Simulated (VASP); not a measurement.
Here is a VASP 6.6.1 calculation.

The input INCAR:

```
PREC     = Accurate       # precision mode
ENCUT    = 350            # plane-wave cutoff, eV
EDIFF    = 1E-6           # SCF threshold, eV
ISMEAR   = 0              # smearing method
SIGMA    = 0.02           # smearing width, eV
LREAL    = F              # projectors in reciprocal space
LASPH    = T              # aspherical terms in the spheres
NELM     = 80             # most SCF steps
ALGO     = Fast           # electronic algorithm
ISIF     = 2              # what is computed and relaxed
LWAVE    = F              # write WAVECAR
LCHARG   = F              # write CHGCAR
GGA      = PE             # functional
```

File KPOINTS:

```
regular mesh
0
Gamma
  4 4 4
```

POSCAR

```
I
1.0
   -2.0893754423      2.0893754423      2.0893754423
    2.0893754423     -2.0893754423      2.0893754423
    2.0893754423      2.0893754423     -2.0893754423
I
1
Direct
    0.0000000000      0.0000000000      0.0000000000
```

Potentials or basis: VASP PAW PBE potentials, release 64 (I_GW).

The run is started by

```sh
$ cat potpaw_PBE.64/I_GW/POTCAR > POTCAR
$ mpirun -np 1 vasp_std > vasp.out
```

Q: Estimate the pressure.

A: -0.7 GPa.

Q: Predict the band gap on the k mesh.

A: None (metal or under the smearing width).

Caveat: the k mesh is coarse (spacing up to 0.53 Å⁻¹), so the values aren't converged; an odd number of electrons without spin polarisation forces a metal; a magnetic or distorted state may lie lower. The run has no spin-orbit coupling, so splittings on I are missing.
